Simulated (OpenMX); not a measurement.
Wanted: the native input for an OpenMX 3.8.5 run.

- Task: single point
- Functional: PBE
- Potentials or basis: OpenMX 2013 PBE set, Cd7.0-s3p2d2, S7.0-s2p2d1f1, grid cutoff 260 Ry
- k mesh: 9 × 9 × 9
- Occupations: fermi-dirac, width 0.05 eV
- Spin: no spin polarisation
- Mixing scheme: rmm-diisk
- SCF threshold: 1e-08 Ha
- Solver: band
- Max SCF cycles: 100

The system is CdS (Hawleyite).

```
CELL_PARAMETERS angstrom
0.00000 2.91650 2.91650
2.91650 0.00000 2.91650
2.91650 2.91650 0.00000
ATOMIC_POSITIONS crystal
Cd 0.98965 0.02240 0.99660
S 0.74871 0.74711 0.74974
```

The cell isn't the ideal one: atoms moved at random, drawn with an rms of 0.05 Å.

These files were run (other wordings do the same):

CdS.dat

```
System.CurrrentDirectory             ./
System.Name                          CdS
DATA.PATH                            ./DFT_DATA13
level.of.stdout                      1
level.of.fileout                     0
Species.Number                       2
<Definition.of.Atomic.Species
  Cd  Cd7.0-s3p2d2           Cd_PBE13
  S   S7.0-s2p2d1f1          S_PBE13
Definition.of.Atomic.Species>

Atoms.Number                         2
Atoms.SpeciesAndCoordinates.Unit     FRAC
<Atoms.SpeciesAndCoordinates
    1  Cd   -0.0103480000    0.0223960000   -0.0034000000   6.000  6.000
    2  S     0.7487080000    0.7471110000    0.7497450000   3.000  3.000
Atoms.SpeciesAndCoordinates>

Atoms.UnitVectors.Unit               Ang
<Atoms.UnitVectors
     0.0000000000    2.9165000000    2.9165000000
     2.9165000000    0.0000000000    2.9165000000
     2.9165000000    2.9165000000    0.0000000000
Atoms.UnitVectors>

scf.XcType                           GGA-PBE
scf.SpinPolarization                 off
scf.ElectronicTemperature            580.226
scf.energycutoff                     260.0
scf.maxIter                          100
scf.EigenvalueSolver                 band
scf.Kgrid                            9 9 9
scf.Mixing.Type                      rmm-diisk
scf.Init.Mixing.Weight               0.05
scf.Min.Mixing.Weight                0.001
scf.Max.Mixing.Weight                0.3
scf.Mixing.History                   25
scf.Mixing.StartPulay                8
scf.criterion                        1.0e-8
scf.stress.tensor                    on
MD.Type                              nomd
```

Potentials or basis: OpenMX 2013 PBE set, Cd7.0-s3p2d2, S7.0-s2p2d1f1, grid cutoff 260 Ry.

The run is started by

```sh
$ openmx CdS.dat -nt 1 > CdS.std
```

It gave:

| Property | Result |
| --- | --- |
| Pressure | 4.2 GPa |
| Largest force | 0.603 eV/Å |
| Band gap on the k mesh | 1.28 eV, direct |
| Mulliken charges | Cd +0.32; S -0.32 e |

Caveat: Mulliken charges move with the basis; the real-space grid is coarse for these elements, which adds noise of up to some 20 meV/atom to energies and shifts forces, pressures and volumes; the basis of atomic orbitals isn't converged, which shifts pressures, moduli and gaps.

Run time: 62 s on 1 thread of Arm Neoverse V1, with other jobs on the host, peak memory 0.36 GiB.
